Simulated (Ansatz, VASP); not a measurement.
## Ti3Se in VASP and in Ansatz

Contents of INCAR:

```
SYSTEM = Ti3Se
PREC = Accurate
ENCUT = 600
EDIFF = 1E-7
ISMEAR = 0
SIGMA = 0.1
LREAL = .False.
LASPH = .True.
NELM = 100
ALGO = Normal
ISIF = 3
LWAVE = .False.
LCHARG = .False.
GGA = PE
IBRION = 2
NSW = 100
EDIFFG = -0.01
```

File KPOINTS:

```
Automatic mesh
0
Gamma
  12 12 12
  0 0 0
```

File POSCAR:

```
Ti3Se
1.0
    0.0000000000      3.1739658692      3.1739658692
    3.1739658692      0.0000000000      3.1739658692
    3.1739658692      3.1739658692      0.0000000000
Ti Se
3 1
Direct
    0.2500000000      0.2500000000      0.2500000000
    0.7500000000      0.7500000000      0.7500000000
    0.5000000000      0.5000000000      0.5000000000
    0.0000000000      0.0000000000      0.0000000000
```

Input for Ansatz:

```yaml
crystal:
  lattice:
    - [0.0, 3.1739658692, 3.1739658692]
    - [3.1739658692, 0.0, 3.1739658692]
    - [3.1739658692, 3.1739658692, 0.0]
  atoms:
    - { symbol: Ti, position: [0.25, 0.25, 0.25] }
    - { symbol: Ti, position: [0.75, 0.75, 0.75] }
    - { symbol: Ti, position: [0.5, 0.5, 0.5] }
    - { symbol: Se, position: [0.0, 0.0, 0.0] }
basis:
  ecutwfc: 420
kpoints:
  mp_grid: { grid: [12, 12, 12] }
hamiltonian:
  xc: pbe
scf:
  occupations: { method: gaussian, width: 0.1 }
output:
  forces: true
  stress: true
  eigenvalues: true
  write_density: true
  write_potential: true
  elf: true
  volumetric_format: npy
relax:
  adjacent_minimum: "off"
  f_tol: 0.01
  max_steps: 80
  cell: { stress_tol: 0.05 }
```

Change from the starting cell: species swapped into the Eu3Mg type (Fm-3m, No. 225).

Alike in both runs: task relaxation of cell and atoms; functional PBE; k mesh 12 × 12 × 12; occupations gaussian, width 0.1 eV; no spin polarisation.

|  | VASP | Ansatz |
| --- | --- | --- |
| version | VASP 6.6.1 | Ansatz 0.2.0 |
| potentials or method | VASP PAW PBE potentials, release 64 (Ti_sv, Se) | scalar-relativistic, plane waves, PAW |
| plane-wave cutoff (eV) | 600 | 420 |
| valence electrons in the cell | 42 | 52 |

```tsv
	VASP	Ansatz	Ansatz less VASP
gap on the k mesh at the Fermi level, each at its own relaxed structure (eV)	none	none	-
relaxed volume (Å³/atom)	15.99	15.99	0.000
relaxed cell length with the largest relative difference (Å)	4.489	4.489	0.0000
```

A gap of «none» marks a metal or a gap that the smearing closes. The two sets of potentials don't hold the same shells in valence.

Caveats: the relaxation stopped at its first step, so nothing moved.
